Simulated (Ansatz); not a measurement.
ZrN (Fm-3m) under several functionals

Plane-wave DFT in Ansatz with scalar-relativistic PAW potentials. The same structure was relaxed (cell and atoms, symmetry kept) in separate runs at each level. No spin polarisation.

| level | cutoff (eV) | k mesh | V (Å³/atom) | a (Å) |
| --- | --- | --- | --- | --- |
| LDA | 420 | 16×16×16 | 11.578 | 4.525 |
| PBEsol | 420 | 16×16×16 | 11.792 | 4.552 |
| PBE+D3(BJ) | 420 | 16×16×16 | 11.846 | 4.559 |
| r2SCAN | 500 | 16×16×16 | 12.058 | 4.586 |

Task: Where does PBE (420 eV, k mesh 16×16×16) fall?

Result: V (Å³/atom) 12.125, a (Å) 4.595. Its volume is the largest of the set. The usual order of volumes, LDA < PBEsol < PBE, holds here (11.578, 11.792, 12.125 Å³/atom). As a rule LDA overbinds; PBEsol, built on the gradient expansion of slowly varying densities, lies between LDA and PBE; PBE's stronger gradient term for exchange weakens bonds. Adding D3 to PBE changes the volume by -2.3 %; the term is attractive, so it pulls cells in. In metals the pairwise form ignores screening by the conduction electrons and often pulls in too far. r2SCAN lies 0.5 % under PBE in volume.

Spin polarisation was left out, and a magnetic state may lie lower.